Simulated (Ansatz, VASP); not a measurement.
# One calculation of BiS, two programs

Contents of INCAR:

```
PREC     = Accurate       # precision mode
ENCUT    = 900            # plane-wave cutoff, eV
EDIFF    = 1E-6           # SCF threshold, eV
ISMEAR   = -1             # smearing method
SIGMA    = 0.05           # smearing width, eV
LREAL    = False          # projectors in reciprocal space
LASPH    = True           # aspherical terms in the spheres
NELM     = 60             # most SCF steps
ALGO     = Normal         # electronic algorithm
ISIF     = 3              # what is computed and relaxed
LWAVE    = False          # write WAVECAR
LCHARG   = False          # write CHGCAR
GGA      = PE             # functional
IBRION   = 2              # ionic algorithm
NSW      = 40             # ionic steps
EDIFFG   = -0.01          # ionic threshold
```

KPOINTS

```
regular mesh
0
Gamma
  8 8 8
```

The input POSCAR:

```
BiS
1.0
    2.1092708700      1.2177881000      3.5004874800
   -2.1092708700      1.2177881000      3.5004874800
    0.0000000000     -2.4355762100      3.5004874800
Bi S
1 1
Direct
    0.0000000000      0.0000000000      0.0000000000
    0.5000000000      0.5000000000      0.5000000000
```

input.yaml

```yaml
crystal:
  lattice:
    - [2.10927087, 1.2177881, 3.50048748]
    - [-2.10927087, 1.2177881, 3.50048748]
    - [0.0, -2.43557621, 3.50048748]
  atoms:
    - { symbol: Bi, position: [0.0, 0.0, 0.0] }
    - { symbol: S, position: [0.5, 0.5, 0.5] }
hamiltonian:
  xc: pbe
  pseudopotentials: { kind: paw }
kpoints:
  mp_grid: { grid: [8, 8, 8] }
scf:
  occupations: { method: fermi_dirac, width: 0.05 }
output:
  forces: true
  stress: true
  eigenvalues: true
relax:
  f_tol: 0.01
  max_steps: 40
  cell: { stress_tol: 0.05 }
```

The cell was built by a generator and needn't be a form met in nature.

Alike in both runs: task relaxation of cell and atoms; functional PBE; k mesh 8 × 8 × 8; occupations fermi-dirac, width 0.05 eV; no spin polarisation.

```csv
,VASP,Ansatz
version,VASP 6.6.1,Ansatz 0.2.0
potentials or method,"VASP PAW PBE potentials, release 64 (Bi_d, S)",Ansatz PAW
plane-wave cutoff (eV),900,420
valence electrons in the cell,21,21
```

|  | VASP | Ansatz | Ansatz less VASP |
| --- | --- | --- | --- |
| gap on the k mesh at the Fermi level, each at its own relaxed structure (eV) | none | none | - |
| relaxed volume (Å³/atom) | 25.24 | 25.24 | +0.005 |
| relaxed cell length with the largest relative difference (Å) | 4.547 | 4.546 | -0.0008 |
| energy change over the relaxation (meV/atom) | -57 | -57 | +0.1 |

A gap of «none» marks a metal or a gap that the smearing closes.

Caveats: spin-orbit coupling is left out, which moves the levels of the heavy elements; the plane-wave basis is chosen anew once the cell has moved, so the energies of steps on either side of that aren't comparable (Ansatz).
